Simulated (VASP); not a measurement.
The system is Pm.

```
CELL_PARAMETERS angstrom
0.00000 2.58417 2.58417
2.58417 0.00000 2.58417
2.58417 2.58417 0.00000
ATOMIC_POSITIONS crystal
Pm 0.00000 0.00000 0.00000
```

This isn't the form of Pm at room conditions, which is double hcp.

- Program: VASP 6.6.1
- Task: relaxation of cell and atoms
- Functional: PBE
- Potentials or basis: VASP PAW PBE potentials, release 64 (Pm)
- Cutoff: 600 eV
- k mesh: 7 × 7 × 7
- Occupations: fermi-dirac, width 0.05 eV
- Spin: collinear spin, ferromagnetic start
- Starting moments: [4.0] μB

At the start: pressure 0.5 GPa; volume 34.51 Å³/atom.

Q: Where does the relaxation end?

A: Over 10 steps the energy falls by 5.5 meV/atom and the volume is 36.27 Å³/atom (+5.1 %); space group Fm-3m (No. 225, to 0.05 Å); moment 5.52 μB per cell.

Step by step:
```
step  energy change (eV)  largest force (eV/Å)  pressure (GPa)  volume (Å³)
   1              0.0000                0.0000            0.48        34.51
   2             -0.0026                0.0000            0.52        35.04
   3             -0.0055                0.0000           -0.06        36.64
   4             -0.0056                0.0000            0.25        36.47
   5             -0.0055                0.0000           -0.04        36.59
   6             -0.0056                0.0000           -0.18        36.53
   7             -0.0055                0.0000            0.20        36.20
   8             -0.0056                0.0000           -0.10        36.41
   9             -0.0056                0.0000           -0.13        36.34
  10             -0.0055                0.0000           -0.02        36.27
```

Final structure:
```
CELL_PARAMETERS angstrom
0.00000 2.62729 2.62729
2.62729 0.00000 2.62729
2.62729 2.62729 0.00000
ATOMIC_POSITIONS crystal
Pm 0.00000 0.00000 0.00000
```

Caveat: the magnetic or orbital state may not be the lowest.
